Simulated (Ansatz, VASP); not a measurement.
## TePb: VASP beside Ansatz

File INCAR:

```
SYSTEM = TePb
ALGO = Normal
EDIFF = 1E-6
EDIFFG = -0.02
ENCUT = 600
GGA = RE
IBRION = 2
ISIF = 3
ISMEAR = -1
IVDW = 13
LASPH = .TRUE.
LCHARG = .FALSE.
LREAL = .FALSE.
LWAVE = .FALSE.
NELM = 80
NSW = 80
PREC = Accurate
SIGMA = 0.05
```

KPOINTS

```
k-points
0
G
  7 7 7
  0 0 0
```

Contents of POSCAR:

```
TePb
1.0
    4.0022870000      0.0000000000      0.0000000000
    0.0000000000      4.0022870000      0.0000000000
    0.0000000000      0.0000000000      4.0022870000
Pb Te
1 1
Direct
    0.0000000000      0.0000000000      0.0000000000
    0.5000000000      0.5000000000      0.5000000000
```

The input input.yaml:

```yaml
crystal:
  lattice:
    - [4.002287, 0.0, 0.0]
    - [0.0, 4.002287, 0.0]
    - [0.0, 0.0, 4.002287]
  atoms:
    - { symbol: Pb, position: [0.0, 0.0, 0.0] }
    - { symbol: Te, position: [0.5, 0.5, 0.5] }
kpoints:
  mp_grid: { grid: [7, 7, 7] }
scf:
  occupations: { method: fermi_dirac, width: 0.05 }
hamiltonian:
  xc: revpbe
  dispersion: d4
  pseudopotentials: { kind: all_electron, lapw: { basis_error: 0.001 } }
output:
  forces: true
  stress: true
relax:
  f_tol: 0.02
  max_steps: 60
  cell: {}
```

Measurements of this composition are mostly on another form, of space group No. 225.

Alike in both runs: task relaxation of cell and atoms; functional revPBE; dispersion D4; k mesh 7 × 7 × 7; occupations fermi-dirac, width 0.05 eV; no spin polarisation.

|  | VASP | Ansatz |
| --- | --- | --- |
| version | VASP 6.6.1 | Ansatz 0.2.0 |
| potentials or method | VASP PAW PBE potentials, release 64 (Pb_d, Te) | all-electron LAPW, scalar-relativistic |
| plane-wave cutoff (eV) | 600 | see its input |

```csv
,VASP,Ansatz,Ansatz less VASP
relaxed volume (Å³/atom),32.44,32.44,-0.001
relaxed cell length with the largest relative difference (Å),4.018,4.018,0.0000
energy change over the relaxation (meV/atom),-7,-7,-0.1
```

Ansatz ran all-electron here, so the differences hold the error of VASP's frozen core and of both bases.

Caveats: the PAW data sets were made with another functional, which shifts forces and pressure a little (VASP); pairwise dispersion overbinds metals, which lowers pressure and volume (VASP). The runs have no spin-orbit coupling, so splittings on Pb, Te are missing.
